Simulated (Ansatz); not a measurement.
A relaxation computed with Ansatz, from input to last step.

```yaml
crystal:
  lattice:
    - [10.7, 0.0, 0.0]
    - [0.0, 9.3, 0.0]
    - [0.0, 0.0, 1.9761738479]
  atoms:
    - { symbol: B, position: [0.421594231, 0.5, 0.0], spin: 0.5 }
    - { symbol: As, position: [0.578405769, 0.5, 0.5], spin: 0.5 }
basis:
  ecutwfc: 500
kpoints:
  mp_grid: { grid: [1, 1, 32] }
hamiltonian:
  xc: r2scan
scf:
  occupations: { method: gaussian, width: 0.05 }
output:
  forces: true
  stress: true
  eigenvalues: true
  populations: true
  write_density: true
  write_potential: true
  elf: true
  volumetric_format: npy
magnetization:
  spin_polarized: true
relax:
  adjacent_minimum: "off"
  f_tol: 0.01
  max_steps: 45
  cell: { fix: [a, b, alpha, beta, gamma], stress_tol: 0.03 }
```

```bash
ansatz run input.yaml --threads 2 --pin off --max-ram 5120MiB --backend cpu --events-out ev --progress --plain --runs-dir out
```

All numbers below come from DFT r2SCAN, scalar-relativistic, plane waves, PAW in Ansatz 0.2.0.

Of 12 frames 10 are shown, positions in Å and forces in eV/Å; the SCF threshold varies from step to step. Steps run on the plane waves of an earlier cell, with a Pulay correction in the pressure. The basis is chosen afresh for the last frame, the zero of the energies, and can be on the way; energy and pressure step there, also at an unchanged geometry. Here that happened at step 10 (-2 meV/atom, 0.0 GPa); the frames before carry an error of that size.

```xyz
2
Lattice="10.7000 0.0000 0.0000 0.0000 9.3000 0.0000 0.0000 0.0000 1.9762" Properties=species:S:1:pos:R:3:forces:R:3 pbc="T T T" step=1 free_energy_over_end_meV_per_atom=808.61 pressure_GPa=6.42
B     4.5111    4.6500    0.0000   -3.8480    0.0000    0.0000
As    6.1889    4.6500    0.9881    3.8480    0.0000    0.0000
2
Lattice="10.7000 0.0000 0.0000 0.0000 9.3000 0.0000 0.0000 0.0000 2.0725" Properties=species:S:1:pos:R:3:forces:R:3 pbc="T T T" step=2 free_energy_over_end_meV_per_atom=401.62 pressure_GPa=3.35
B     4.4756    4.6500    0.0000   -1.9500    0.0000    0.0000
As    6.2244    4.6500    1.0363    1.9500    0.0000    0.0000
2
Lattice="10.7000 0.0000 0.0000 0.0000 9.3000 0.0000 0.0000 0.0000 2.1705" Properties=species:S:1:pos:R:3:forces:R:3 pbc="T T T" step=3 free_energy_over_end_meV_per_atom=169.07 pressure_GPa=1.44
B     4.4394    4.6500    0.0000   -0.5530    0.0000    0.0000
As    6.2606    4.6500    1.0852    0.5530    0.0000    0.0000
2
Lattice="10.7000 0.0000 0.0000 0.0000 9.3000 0.0000 0.0000 0.0000 2.3628" Properties=species:S:1:pos:R:3:forces:R:3 pbc="T T T" step=5 free_energy_over_end_meV_per_atom=16.45 pressure_GPa=-0.04
B     4.4489    4.6500    0.0000    0.2500    0.0000    0.0000
As    6.2511    4.6500    1.1814   -0.2500    0.0000    0.0000
2
Lattice="10.7000 0.0000 0.0000 0.0000 9.3000 0.0000 0.0000 0.0000 2.3759" Properties=species:S:1:pos:R:3:forces:R:3 pbc="T T T" step=6 free_energy_over_end_meV_per_atom=12.83 pressure_GPa=0.01
B     4.4589    4.6500    0.0000    0.4100    0.0000    0.0000
As    6.2411    4.6500    1.1880   -0.4100    0.0000    0.0000
2
Lattice="10.7000 0.0000 0.0000 0.0000 9.3000 0.0000 0.0000 0.0000 2.4047" Properties=species:S:1:pos:R:3:forces:R:3 pbc="T T T" step=7 free_energy_over_end_meV_per_atom=4.15 pressure_GPa=-0.04
B     4.4768    4.6500    0.0000    0.2050    0.0000    0.0000
As    6.2232    4.6500    1.2024   -0.2050    0.0000    0.0000
2
Lattice="10.7000 0.0000 0.0000 0.0000 9.3000 0.0000 0.0000 0.0000 2.4171" Properties=species:S:1:pos:R:3:forces:R:3 pbc="T T T" step=8 free_energy_over_end_meV_per_atom=2.38 pressure_GPa=0.02
B     4.4902    4.6500    0.0000    0.0000    0.0000    0.0000
As    6.2098    4.6500    1.2085    0.0000    0.0000    0.0000
2
Lattice="10.7000 0.0000 0.0000 0.0000 9.3000 0.0000 0.0000 0.0000 2.4201" Properties=species:S:1:pos:R:3:forces:R:3 pbc="T T T" step=10 free_energy_over_end_meV_per_atom=0.05 pressure_GPa=0.03
B     4.4911    4.6500    0.0000   -0.0050    0.0000    0.0000
As    6.2089    4.6500    1.2100    0.0050    0.0000    0.0000
2
Lattice="10.7000 0.0000 0.0000 0.0000 9.3000 0.0000 0.0000 0.0000 2.4247" Properties=species:S:1:pos:R:3:forces:R:3 pbc="T T T" step=11 free_energy_over_end_meV_per_atom=0.00 pressure_GPa=0.00
B     4.4917    4.6500    0.0000    0.0030    0.0000    0.0000
As    6.2083    4.6500    1.2123   -0.0030    0.0000    0.0000
2
Lattice="10.7000 0.0000 0.0000 0.0000 9.3000 0.0000 0.0000 0.0000 2.4247" Properties=species:S:1:pos:R:3:forces:R:3 pbc="T T T" step=12 free_energy_over_end_meV_per_atom=0.00 pressure_GPa=0.00
B     4.4917    4.6500    0.0000    0.0030    0.0000    0.0000
As    6.2083    4.6500    1.2123   -0.0030    0.0000    0.0000
```

The run took 12 min on 2 threads of Intel(R) Xeon(R) Processor @ 2.50GHz (Skylake/Cascade Lake), on a shared host, peak memory 1.1 GiB.

The state reached may not be the lowest one.